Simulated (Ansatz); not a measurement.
## GaSb: band structure with SVWN5

**Measured values to compare with.**

From a printed reference work, data compilation, for a bulk crystal of GaSb at 4.2 K: band gap 0.811 eV (direct).

The system is GaSb.

```xyz
2
Lattice="0.0000 3.0590 3.0590 3.0590 0.0000 3.0590 3.0590 3.0590 0.0000" Properties=species:S:1:pos:R:3 pbc="T T T"
Sb    4.5885    4.5885    4.5885
Ga    0.0000    0.0000    0.0000
```

```json
{"Program": "Ansatz 0.2.0", "Task": "band structure", "Functional": "SVWN5", "Potentials or basis": "Ansatz PAW", "Cutoff": "420 eV (not typed: the program's choice for these potentials)", "k mesh": "8 × 8 × 8", "Occupations": "fermi-dirac, width 0.05 eV", "Spin": "no spin polarisation", "Path": "[[\"G\", \"X\", \"W\", \"K\", \"G\", \"L\", \"U\", \"W\", \"L\", \"K\"], [\"U\", \"X\"]]", "Points for each segment of the path": "14"}
```

```
Pressure               : -1.8 GPa
Band gap on the k mesh : none (metal or under the smearing width)
```

Levels at the corners of the path, in eV from the Fermi level:
| point | band 10 | band 11 | band 12 | band 13 | band 14 | band 15 | band 16 | band 17 | band 18 | band 19 |
| --- | --- | --- | --- | --- | --- | --- | --- | --- | --- | --- |
| Γ | -15.10 | -11.57 | -0.22 | -0.04 | -0.04 | -0.04 | 2.74 | 2.74 | 2.74 | 5.57 |
| X | -15.10 | -9.15 | -6.88 | -2.60 | -2.60 | 0.81 | 1.14 | 8.59 | 8.59 | 9.89 |
| W | -15.10 | -9.11 | -6.75 | -3.39 | -3.17 | 3.58 | 4.23 | 4.31 | 4.69 | 9.82 |
| K | -15.10 | -9.21 | -6.70 | -3.65 | -2.22 | 1.30 | 3.78 | 6.48 | 6.76 | 7.44 |
| Γ | -15.10 | -11.57 | -0.22 | -0.04 | -0.04 | -0.04 | 2.74 | 2.74 | 2.74 | 5.57 |
| L | -15.10 | -9.96 | -6.44 | -1.19 | -1.19 | 0.24 | 3.71 | 3.71 | 6.30 | 9.17 |
| U | -15.10 | -9.21 | -6.70 | -3.65 | -2.22 | 1.30 | 3.78 | 6.48 | 6.76 | 7.44 |
| W | -15.10 | -9.11 | -6.75 | -3.39 | -3.17 | 3.58 | 4.23 | 4.31 | 4.69 | 9.82 |
| L | -15.10 | -9.96 | -6.44 | -1.19 | -1.19 | 0.24 | 3.71 | 3.71 | 6.30 | 9.17 |
| K | -15.10 | -9.21 | -6.70 | -3.65 | -2.22 | 1.30 | 3.78 | 6.48 | 6.76 | 7.44 |
| U | -15.10 | -9.21 | -6.70 | -3.65 | -2.22 | 1.30 | 3.78 | 6.48 | 6.76 | 7.44 |
| X | -15.10 | -9.15 | -6.88 | -2.60 | -2.60 | 0.81 | 1.14 | 8.59 | 8.59 | 9.89 |

It took 7.1 s on 2 threads of Arm Neoverse V1 (shared host), peak memory 0.34 GiB.

Against the measured gap of GaSb, 0.811 eV (direct; 4.2 K; a printed reference work, data compilation), the calculated 0.00 eV is off by -0.81 eV. Spin-orbit coupling on Ga, Sb is left out. The value is that of SVWN5 on a finite k mesh, which can miss the band edges, without temperature or zero-point motion.

Caveat: spin-orbit coupling is left out, which moves the levels of the heavy elements; the PAW data sets come from PBE, with cores solved anew for the run's functional, which leaves a small shift of forces and pressure; this crystal is a semiconductor, whose small gap the functional closes, so the metal is an error of the method.
